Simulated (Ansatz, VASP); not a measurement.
# Cross-check of SiC (V_Si-V_C (Si site 2) axial) between VASP and Ansatz, part 3 of 3

One calculation is typed for both programs; each brings its own data sets. How far apart do they land? The cell is taken from a series of runs on this material, whose earlier steps may have relaxed, scaled, displaced or heated it; both programs get it as it stands.

VASP 6.6.1 and Ansatz 0.2.0.

So far. Step 6 (VASP: single point, PBE, pair 2): The run ends at a pressure of -2.10 GPa, with forces up to 1.1 eV/Å.

## (9) VASP: single point, PBE, pair 3

Level of this step: PBE, spin-polarised from a ferromagnetic start; plane waves and PAW (Si, C) (VASP).

The same cell, functional, mesh and smearing now go to VASP, with its own data sets.

Input file INCAR:

```
SYSTEM = SiC
PREC = Accurate
ENCUT = 520
EDIFF = 1E-06
NELM = 200
ISMEAR = -1
SIGMA = 0.01
LREAL = Auto
ALGO = Normal
GGA = PE
NBANDS = 256
ISPIN = 2
MAGMOM = -0 -0 0 0 0 0 0 0 0 0 0 0 0 -0 -0 0 0 0 0 0 0 0 0 0 -0 -0 -0 -0 0 0 0 0 0 0 0 0 -0 0 -0 0 -0 -0 0 0 0 0 0 0 0 0 0.03 0.03 0 0 0 0 -0 0 0 0 0 0 0 0.03 0.03 0.02 0 0.02 0 0 -0 0 -0 0 0.03 0.31 0.03 0 0.02 0 0 0 0 -0 0 -0 0.24 0 0.25 0 0 0 0 0
LORBIT = 11
LWAVE = .FALSE.
LCHARG = .FALSE.
ISIF = 2
NUPDOWN = 2
LASPH = .TRUE.
GGA_COMPAT = .FALSE.
NCORE = 2
```

Input file POSCAR:

```
SiC
1.0
    9.2824133794      5.3592039794      0.0000000000
   -9.2824134800      5.3592038053      0.0000000000
    0.0000000000      0.0000000000     10.1291978199
Si C
47 47
Direct
    0.9992525888      0.9991340537      0.5008827111
    0.1669445094      0.3339637560      0.5009178958
[... 6 atom lines left out ...]
    0.3361929216      0.3363864429      0.7474665077
    0.9986614221      0.9985398480      0.0001002579
[... 1 atom line left out ...]
    0.3319159412      0.1663787154      0.0003143527
    0.9994881266      0.5002664252      0.5008266705
[... 5 atom lines left out ...]
    0.9965946908      0.6664914021      0.7474730761
[... 2 atom lines left out ...]
    0.0008006074      0.5007814094      0.0003206757
    0.1659043409      0.8332147328      0.0002402258
    0.3340286833      0.6662442080      0.0001112528
[... 1 atom line left out ...]
    0.6663663924      0.3349963867      0.5017340002
[... 1 atom line left out ...]
    0.4989653528      0.3333551258      0.2517782857
[... 2 atom lines left out ...]
    0.5002694676      0.1698822094      0.7482570308
[... 1 atom line left out ...]
    0.8325131402      0.3359275979      0.7482585231
    0.5007389321      0.0019298920      0.0000950879
    0.6663870363      0.3359981007      0.0021302061
    0.8319775306      0.1675269207      0.0001022783
    0.5002631261      0.4996815750      0.5067746396
    0.6663514465      0.8324047678      0.5011041921
    0.8324215535      0.6657304669      0.5065966031
[... 1 atom line left out ...]
    0.6663287496      0.6666580715      0.2520861319
    0.8337431341      0.5007160464      0.2517712589
    0.5009485093      0.6617952094      0.7475672951
    0.8316652490      0.8271552409      0.7475803245
    0.4987740719      0.4985615158      0.0001030653
    0.6663181393      0.8332092384      0.0002537479
    0.8339875548      0.6661649298      0.0002376735
[... 3 atom lines left out ...]
    0.9987198778      0.9999121699      0.6878499821
[... 1 atom line left out ...]
    0.3319078099      0.1661755647      0.6873173472
[... 5 atom lines left out ...]
    0.3335006216      0.3324717043      0.9375941810
[... 3 atom lines left out ...]
    0.0008405243      0.5006052799      0.6873124690
[... 5 atom lines left out ...]
    0.9991621430      0.6652905908      0.9376053965
[... 3 atom lines left out ...]
    0.6663556712      0.3349708008      0.1877798443
[... 2 atom lines left out ...]
    0.6664434581      0.3204873924      0.6822063294
    0.8329225291      0.1667394293      0.6875908983
    0.4993095220      0.3334514332      0.4383025884
[... 2 atom lines left out ...]
    0.5001333510      0.1705691679      0.9377631998
[... 1 atom line left out ...]
    0.8326028022      0.3367623184      0.9377610853
    0.5006966530      0.4999632926      0.1865970523
[... 1 atom line left out ...]
    0.8320027902      0.6656042608      0.1866540241
    0.4896532961      0.4976968151      0.6861645432
    0.6663348876      0.8328388164      0.6875118247
    0.8431925048      0.6744462474      0.6860183713
[... 1 atom line left out ...]
    0.6663449081      0.6661652946      0.4391244299
    0.8334192522      0.5004808211      0.4382690426
    0.5020885427      0.6661944212      0.9375599890
    0.8305423997      0.8303476866      0.9375670473
```

Input file KPOINTS:

```
Automatic mesh
0
Gamma
1 1 1
0 0 0
```

PAW data sets: Si and C (PBE family, release 64).

Started as:

```sh
> mpirun -np 8 vasp_gam
```

Numbers of over 12 decimals in the logs are rounded to 6 here.

Log:

```text
[... set-up lines as in an earlier step ...]
 entering main loop
       N       E                     dE             d eps       ncg     rms          rms(c)
DAV:   1     0.224187850102E+04    0.22419E+04   -0.19510E+05  1024   0.140E+03
DAV:   2    -0.531009585571E+03   -0.27729E+04   -0.25936E+04  1328   0.279E+02
DAV:   3    -0.778395514071E+03   -0.24739E+03   -0.24416E+03  1248   0.806E+01
DAV:   4    -0.785026100691E+03   -0.66306E+01   -0.66002E+01  1248   0.147E+01
[...]
DAV:  16    -0.699801357372E+03   -0.51145E-05   -0.99168E-06  1144   0.583E-03    0.609E-03
DAV:  17    -0.699801359417E+03   -0.20446E-05   -0.22198E-06   840   0.297E-03    0.266E-03
DAV:  18    -0.699801360298E+03   -0.88165E-06   -0.54394E-07   608   0.146E-03
   1 F= -.69980136E+03 E0= -.69980136E+03  d E =-.109844E-10  mag=     2.0000
```

OUTCAR, selected parts (step 9):

```text
  FREE ENERGIE OF THE ION-ELECTRON SYSTEM (eV)
  ---------------------------------------------------
  free  energy   TOTEN  =      -699.8013602985 eV

  energy  without entropy=     -699.8013602984  energy(sigma->0) =     -699.80136030

 magnetization (x)
# of ion       s       p       d       tot
------------------------------------------
    1       -0.000  -0.000   0.000  -0.001
    2       -0.000  -0.000   0.000  -0.001
    3       -0.000  -0.000   0.000  -0.000
    4       -0.000   0.000   0.000  -0.000
    5       -0.000   0.000   0.000  -0.000
    6       -0.000   0.000   0.000  -0.000
    7       -0.001   0.006   0.000   0.005
    8       -0.000   0.001   0.000   0.000
    9       -0.001  -0.002   0.000  -0.003
   10        0.000   0.001   0.000   0.001
   11        0.000   0.001   0.000   0.001
   12       -0.000   0.000   0.000  -0.000
   13       -0.000  -0.000   0.000  -0.000
[...]
--------------------------------------------------
tot          0.072   0.944   0.000   1.017
```

The run ends at a pressure of -0.42 GPa, with forces up to 1.1 eV/Å.

## (10) Comparison

The two programs side by side:

```tsv
quantity	Ansatz	VASP	difference
total moment, fixed by the input (μB)	2.00	2.00	0.00
moment on C76 (μB)	0.31	0.29	+0.02
moment on C89 (μB)	0.24	0.24	+0.01
moment on C87 (μB)	0.24	0.24	+0.01
```

Forces on 10 of the 94 atoms, those with the largest forces and the largest differences (eV/Å; atoms numbered as in POSCAR):

```tsv
atom	Ansatz x, y, z	VASP x, y, z
Si9	0.285, -0.929, 0.432	0.286, -0.928, 0.433
Si19	0.925, 0.214, 0.429	0.924, 0.214, 0.427
Si37	0.151, 0.077, -0.958	0.148, 0.077, -0.958
Si39	0.008, -0.162, -0.935	0.009, -0.159, -0.935
Si43	-0.651, 0.584, 0.345	-0.650, 0.583, 0.346
Si44	-0.810, 0.272, 0.338	-0.809, 0.272, 0.337
Si45	-0.174, 0.025, 0.465	-0.176, 0.019, 0.468
C83	-0.089, 0.040, -0.080	-0.083, 0.049, -0.088
C84	0.035, 0.023, -0.016	0.043, 0.026, -0.003
C93	0.222, -0.044, -0.164	0.219, -0.035, -0.171
```

The forces differ by 3.0 meV/Å r.m.s., which is 1.6 % of the r.m.s. force of 0.184 eV/Å (both taken over all components).

## (11) Results

```yaml
r_m_s_force_difference_single_point_pbe_pair_1: 2.7 meV/Å
r_m_s_force_difference_single_point_pbe_pair_2: 1.3 % of the r.m.s. force
r_m_s_force_difference_single_point_pbe_pair_3: 3.0 meV/Å
```

What this shows: The r.m.s. force difference is 1.3 % of the r.m.s. force (single point, PBE, pair 2), within the 3 % picked in this series as the mark of a large difference. 1 further pair of this series is not shown here. Such differences can come from data sets, numerical settings and the points named under the comparisons, not from the functional's error against experiment.

[Lines on the potential files, build, host, timing and source positions are cut from VASP's logs without a mark.]

[Logs are printed without paths, hosts, clocks, repeated set-up lines and the standing remarks that a program may print on its own settings, such as how far it seeks lower states.]

[Hosts, paths, dates, database ids (printed as entryN), source tags and the programs' standing remarks are cut or masked in the printed files.]
